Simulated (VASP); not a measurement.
Set up this calculation in VASP 6.6.1, as the native input.

```yaml
Task: relaxation of cell and atoms
Functional: PBE
Potentials_or_basis: VASP PAW PBE potentials, release 64 (Ta_pv)
Cutoff: 520 eV
k_mesh: 4 × 4 × 4
Occupations: gaussian, width 0.1 eV
Spin: no spin polarisation
Further_INCAR_settings: ALGO = Normal; EDIFF = 1e-07; IBRION = 2; EDIFFG = -0.002; NSW = 80; ISIF = 3
```

The structure of Ta lies in POSCAR:

```
Ta
1.0
   -1.6512800000      1.6512800000      1.6512800000
    1.6512800000     -1.6512800000      1.6512800000
    1.6512800000      1.6512800000     -1.6512800000
Ta
1
Direct
    0.0000000000      0.0000000000      0.0000000000
```

One way to write it, as run:

INCAR

```
  PREC = Accurate
  ENCUT = 520
  EDIFF = 1E-7
  ISMEAR = 0
  SIGMA = 0.1
  LREAL = False
  LASPH = True
  NELM = 60
  ALGO = Normal
  ISIF = 3
  LWAVE = False
  LCHARG = False
  GGA = PE
  IBRION = 2
  NSW = 80
  EDIFFG = -0.002
```

KPOINTS

```
Automatic mesh
0
Gamma
  4 4 4
```

Potentials or basis: VASP PAW PBE potentials, release 64 (Ta_pv).

Launch:

```sh
$ cat potpaw_PBE.64/Ta_pv/POTCAR > POTCAR
$ mpirun -np 1 vasp_std > vasp.out
```

It gave:

The relaxed volume is 18.28 Å³/atom, the relaxed cell is a = 2.874 Å, b = 2.874 Å, c = 2.874 Å, α = 109.47°, β = 109.47°, γ = 109.47° and the space group after relaxing (to 0.05 Å) is Im-3m (No. 229). The energy gained by relaxing is 2.7 meV/atom and the ionic steps are 16. The pressure after relaxing is 0.0 GPa. The band gap on the k mesh is none (metal or under the smearing width).

Caveat: the k mesh is coarse (spacing up to 0.67 Å⁻¹), so the values aren't converged.

Run time: 9.4 s on 1 thread of Intel(R) Xeon(R) 6975P-C (Granite Rapids), on a shared host, peak memory 0.14 GiB.
